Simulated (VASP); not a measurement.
# Ta (P-1) in VASP: equation of state

Aim: energy against volume of Ta in PBE, for its equilibrium volume and stiffness.

Program: VASP 6.6.1. These are calculated values, not measurements. Logs are shortened: lines on timing, memory, paths and dates and some standing lists are left out, and cuts for length are marked.

### 1 The crystal as given

The typed cell holds 2 atoms: a = 2.860 Å, b = 2.860 Å, c = 4.671 Å, α = 90.00°, β = 90.00°, γ = 109.47°.

This isn't the form of Ta at room conditions, which is bcc.

### 2 Equation of state, PBE, 16.93 Å³/atom (atom 1 moved 0.75 Å; volume scaled by 0.94)

INCAR reads:

```
SYSTEM = Ta
ALGO     = Normal         ! electronic algorithm
EDIFF    = 1E-7           ! SCF threshold, eV
ENCUT    = 520            ! plane-wave cutoff, eV
GGA      = PE             ! functional
ISIF     = 2              ! what is computed and relaxed
ISMEAR   = -1             ! smearing method
LASPH    = .TRUE.         ! aspherical terms in the spheres
LCHARG   = .FALSE.        ! write CHGCAR
LREAL    = .FALSE.        ! projectors in reciprocal space
LWAVE    = .FALSE.        ! write WAVECAR
NBANDS   = 18             ! bands
NELM     = 60             ! most SCF steps
PREC     = Accurate       ! precision mode
SIGMA    = 0.05           ! smearing width, eV
```

KPOINTS reads:

```
k-points
0
G
  10 10 6
  0 0 0
```

POSCAR reads:

```
Ta
1.0
   -1.6175709496      1.6175709496      1.6175709496
    1.6175709496     -1.6175709496      1.6175709496
    3.2351418992      3.2351418992      0.0000000000
Ta
2
Direct
    0.0816489800      0.9304872000      0.9732469900
    0.4183510200      0.5695128000      0.5267530100
```

Potentials or basis: VASP PAW PBE potentials, release 64 (Ta_pv).

The run is started by

```sh
$ cat potpaw_PBE.64/Ta_pv/POTCAR > POTCAR
$ mpirun -np 1 vasp_std > vasp.out
```

OUTCAR:

```text
SYSTEM = Ta
   EDIFF = 1E-7
   ENCUT = 520
   GGA = PE
   ISIF = 2
   ISMEAR = -1
   LASPH = .TRUE.
   LREAL = .FALSE.
   NELM = 60
   PREC = Accurate

 Found    304 irreducible k-points:

 Following reciprocal coordinates:
            Coordinates               Weight
  0.000000  0.000000  0.000000      1.000000
  0.100000  0.000000  0.000000      2.000000
  0.000000  0.100000  0.000000      2.000000
  0.200000  0.000000  0.000000      2.000000
  0.000000  0.200000  0.000000      2.000000
  0.300000  0.000000  0.000000      2.000000
   k-points           NKPTS =    304   k-points in BZ     NKDIM =    304   number of bands    NBANDS=     18
   number of dos      NEDOS =    301   number of ions     NIONS =      2
   total plane-waves  NPLWV =  20736
   dimension x,y,z NGX =    24 NGY =   24 NGZ =   36
   dimension x,y,z NGXF=    48 NGYF=   48 NGZF=   72
   ions per type =               2
   NGX,Y,Z   is equivalent  to a cutoff of  14.24, 14.24, 13.08 a.u.
   NGXF,Y,Z  is equivalent  to a cutoff of  28.48, 28.48, 26.16 a.u.
 SYSTEM =  Ta
   PREC   = accura    normal or accurate (medium, high low for compatibility)
   ISTART =      0    job   : 0-new  1-cont  2-samecut
   ICHARG =      2    charge: 1-file 2-atom 10-const
   ISPIN  =      1    spin polarized calculation?
   LNONCOLLINEAR =      F non collinear calculations
   LSORBIT =      F    spin-orbit coupling
   LASPH  =      T    aspherical Exc in radial PAW
   ENCUT  =  520.0 eV  38.22 Ry    6.18 a.u.   5.21  5.21  8.51*2*pi/ulx,y,z
   NELM   =     60;   NELMIN=  2; NELMDL= -5     # of ELM steps
   EDIFF  = 0.1E-06   stopping-criterion for ELM
   LREAL  =      F    real-space projection
   EDIFFG = 0.1E-05   stopping-criterion for IOM
   NSW    =      0    number of steps for IOM
   IBRION =     -1    ionic relax: 0-MD 1-quasi-New 2-CG
   NFREE  =      0    steps in history (QN), initial steepest desc. (CG)
   ISIF   =      2    stress and relaxation
   ISYM   =      2    0-nonsym 1-usesym 2-fastsym
   POTIM  = 0.5000    time-step for ionic-motion
   TEBEG  =    0.0;   TEEND  =   0.0 temperature during run
   PSTRESS=    0.0 pullay stress
   NELECT =      22.0000    total number of electrons
   NUPDOWN=      -1.0000    fix difference up-down
   EMIN   =  10.00;   EMAX   =-10.00  energy-range for DOS
   EFERMI =   0.00;   METHOD = LEGACY
   ISMEAR =    -1;   SIGMA  =   0.05  broadening in eV -4-tet -1-fermi 0-gaus
   EFERMI_NEDOS =   21; number of points for ismear=-14 and -15
   IALGO  =     38    algorithm
   IMIX   =      4    mixing-type and parameters
     AMIX     =   0.40;   BMIX     =  1.00
     AMIX_MAG =   1.60;   BMIX_MAG =  1.00
  volume/ion in A,a.u.               =      16.93       114.25
  Fermi-wavevector in a.u.,A,eV,Ry     =   1.417933  2.679505 27.354977  2.010534
  Thomas-Fermi vector in A             =   2.539111
   LORBIT       =      0    0 simple, 1 ext, 2 COOP (PROOUT), +10 PAW based schemes
   GGA     = PE    functional components
   LHFCALC =     F    Hartree Fock is set to
   AEXX    =    0.0000 exact exchange contribution
   IVDW    =     0    specifies the selected vdW correction
   LEPSILON=     F    determine dielectric tensor
   LRPA    =     F    only Hartree local field effects (RPA)
 non-spin polarized calculation
  energy-cutoff  :      520.00
  volume of cell :       33.86
 maximum number of plane-waves:       928
 NGX is ok and might be reduce to    24
   NGX = 11   NGY = 11   NGZ = 17

 number of electron      22.0000001 magnetization

 Free energy of the ion-electron system (eV)
  ---------------------------------------------------
  ext. energy  EPLUGINS =         0.00000000
  ---------------------------------------------------
  free energy    TOTEN  =       -22.48214020 eV

  energy without entropy =      -22.46542345  energy(sigma->0) =      -22.47378182

 E-fermi :   6.4601     XC(G=0): -12.8857

 val. band max:        6.4596356818   @ k =   0.2000  -0.0000   0.5000
 cond. band min:       6.4635317853   @ k =   0.1000   0.3000  -0.1667
 fundamental gap:      0.0038961035
 Fermi energy:         6.4601078033

 k-point     1 :       0.0000    0.0000    0.0000
  band No.  band energies     occupation
      1     -28.3976      2.00000
      2     -27.1666      2.00000
      3     -26.9544      2.00000
      4     -26.8329      2.00000
      5     -26.7059      2.00000
      6     -26.6350      2.00000
      7      -2.0831      2.00000
      8       1.2717      2.00000
      9       4.4197      2.00000
     10       5.7567      2.00000
     11       6.7220      0.01057
     12       8.0643      0.00000
     13       8.4120      0.00000
     14       8.9784      0.00000
     15       9.1006      0.00000
     16      10.4522      0.00000
     17      11.8994      0.00000
     18      12.7552      0.00000

 k-point     2 :       0.1000    0.0000    0.0000
  band No.  band energies     occupation
      1     -28.3627      2.00000
      2     -27.2347      2.00000
      3     -27.0263      2.00000
      4     -26.8973      2.00000
      5     -26.7174      2.00000
      6     -26.6581      2.00000
      7      -1.7237      2.00000
      8       1.5872      2.00000
      9       4.4069      2.00000
     10       5.8232      1.99999
     11       6.6316      0.06271
     12       7.7994      0.00000
     13       8.0103      0.00000
     14       8.5849      0.00000
     15       9.1478      0.00000
     16      10.2661      0.00000
     17      12.7750      0.00000
     18      13.2975      0.00000

 k-point     3 :       0.0000    0.1000    0.0000
  band No.  band energies     occupation
      1     -28.3602      2.00000
      2     -27.2527      2.00000
      3     -27.0078      2.00000
      4     -26.8861      2.00000
      5     -26.7334      2.00000
      6     -26.6572      2.00000
      7      -1.7225      2.00000
      8       1.6060      2.00000
      9       4.3875      2.00000
     10       5.7930      2.00000
     11       6.6580      0.03747
     12       7.7431      0.00000
     13       8.2106      0.00000
     14       8.4860      0.00000
     15       9.1559      0.00000
     16      10.2636      0.00000
     17      12.3986      0.00000
     18      13.6344      0.00000

 k-point     4 :       0.2000    0.0000    0.0000
  band No.  band energies     occupation
      1     -28.2723      2.00000
      2     -27.4885      2.00000
      3     -27.1325      2.00000
      4     -27.0884      2.00000
      5     -26.7340      2.00000
      6     -26.6988      2.00000
      7      -0.7532      2.00000
      8       2.2661      2.00000
      9       4.3052      2.00000
     10       5.6025      2.00000
     11       5.9753      1.99988
     12       7.6333      0.00000
     13       7.9589      0.00000
     14       8.3323      0.00000
     15       9.4334      0.00000
     16      10.2736      0.00000
     17      13.1627      0.00000
     18      15.3172      0.00000

 k-point     5 :       0.0000    0.2000    0.0000
  band No.  band energies     occupation
      1     -28.2626      2.00000
      2     -27.5166      2.00000
      3     -27.1201      2.00000
      4     -27.0603      2.00000
      5     -26.7589      2.00000
      6     -26.6992      2.00000
      7      -0.7461      2.00000
      8       2.3402      2.00000
      9       4.2727      2.00000
     10       5.5958      2.00000
     11       5.9491      1.99993
     12       7.5827      0.00000
     13       7.9842      0.00000
     14       8.3873      0.00000
     15       9.4622      0.00000
     16      10.2545      0.00000
     17      12.8880      0.00000
     18      15.5738      0.00000

 k-point     6 :       0.3000    0.0000    0.0000
  band No.  band energies     occupation
      1     -28.1773      2.00000
      2     -27.8142      2.00000
      3     -27.3934      2.00000
      4     -27.1183      2.00000
      5     -26.8021      2.00000
      6     -26.7203      2.00000
      7       0.5247      2.00000
      8       2.5200      2.00000
      9       3.9791      2.00000
     10       5.0549      2.00000
     11       5.9583      1.99991
     12       7.2161      0.00000
     13       7.8682      0.00000
     14       9.6178      0.00000
     15      10.1931      0.00000
     16      10.8387      0.00000
     17      13.4456      0.00000
     18      16.1784      0.00000

 [... further k-points ...]

------------------------ aborting loop because EDIFF is reached ----------------------------------------

  FORCE on cell =-STRESS in cart. coord.  units (eV):
  Direction    XX          YY          ZZ          XY          YZ          ZX
  --------------------------------------------------------------------------------------
  -------------------------------------------------------------------------------------
  Total        7.0435326      5.4840478      6.4222838      1.2324290     -0.1714814      0.1143297
  in kB      333.2890984    259.4966832    303.8925644     58.3166374     -8.1142347      5.4099049
  external PRESSURE =     298.8927820 kB  Pullay stress =       0.0000000 kB

 VOLUME and BASIS-vectors are now :
 -----------------------------------------------------------------------------
  energy-cutoff  :      520.00
  volume of cell :       33.86
      direct lattice vectors                 reciprocal lattice vectors
    -1.617570950  1.617570950  1.617570950    -0.154552726  0.154552726  0.309105452
     1.617570950 -1.617570950  1.617570950     0.154552726 -0.154552726  0.309105452
     3.235141899  3.235141899  0.000000000     0.154552726  0.154552726  0.000000000

 POSITION                                       TOTAL-FORCE (eV/Angst)
 -----------------------------------------------------------------------------------
      4.52165      1.77554      1.63720         3.398286      1.131005     -0.060082
      1.94864      1.45961      1.59794        -3.398286     -1.131005      0.060082
 -----------------------------------------------------------------------------------
    total drift:                               -0.000000      0.000000     -0.000000

  FREE ENERGIE OF THE ION-ELECTRON SYSTEM (eV)
  ---------------------------------------------------
  free  energy   TOTEN  =       -22.4821401952 eV

  energy  without entropy=      -22.4654234489  energy(sigma->0) =      -22.47378182
```

Wall time 88 s (1 thread of AMD EPYC 9R45 (Zen 5), shared host); peak memory 0.24 GiB.

What came out:

```yaml
Free_energy: -22.4821 eV
Pressure: 29.9 GPa
Largest_force: 3.582 eV/Å
Band_gap_on_the_k_mesh: none (metal or under the smearing width)
```

Caveat: forces of over 1 eV/Å show positions far from the minimum, so gaps and moduli don't describe the material at rest.

[end of part 1 of 2]
